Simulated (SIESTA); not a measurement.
MgSe:

```
CELL_PARAMETERS angstrom
0.00000 2.72550 2.72550
2.72550 0.00000 2.72550
2.72550 2.72550 0.00000
ATOMIC_POSITIONS crystal
Se 0.50000 0.50000 0.50000
Mg 0.00000 0.00000 0.00000
```

Base run:

| Quantity | Value |
| --- | --- |
| Program | SIESTA 5.4.2 |
| Functional | WC |
| Potentials or basis | PseudoDojo 0.4 standard (PBEsol files) |
| Basis | DZP (energy shift 0.003 Ry; two zetas on semicore shells) |
| Grid cutoff | 800 Ry |
| Energy shift | 0.003 Ry |
| k mesh | 8 × 8 × 8 |
| Occupations | fermi-dirac, width 0.05 eV |
| Spin | no spin polarisation |

Its results: band gap on the k mesh 1.93 eV, indirect (least direct gap 2.61 eV); pressure 2.1 GPa.

After a change of settings the same cell gave: band gap on the k mesh 1.87 eV, indirect (least direct gap 2.58 eV); pressure 1.9 GPa. Which change was it?
A. functional from WC to PBEsol
B. functional from WC to LDA; potentials or basis from PseudoDojo 0.4 standard (PBEsol files) to PseudoDojo 0.4 standard (LDA files)
C. functional from WC to BLYP; potentials or basis from PseudoDojo 0.4 standard (PBEsol files) to PseudoDojo 0.4 standard (PBE files)
D. functional from WC to PW91; potentials or basis from PseudoDojo 0.4 standard (PBEsol files) to PseudoDojo 0.4 standard (PBE files)

A.

Caveats: the basis of atomic orbitals isn't converged, which shifts pressures, moduli and gaps; the potentials were made for another functional, which shifts forces and pressure (some runs).
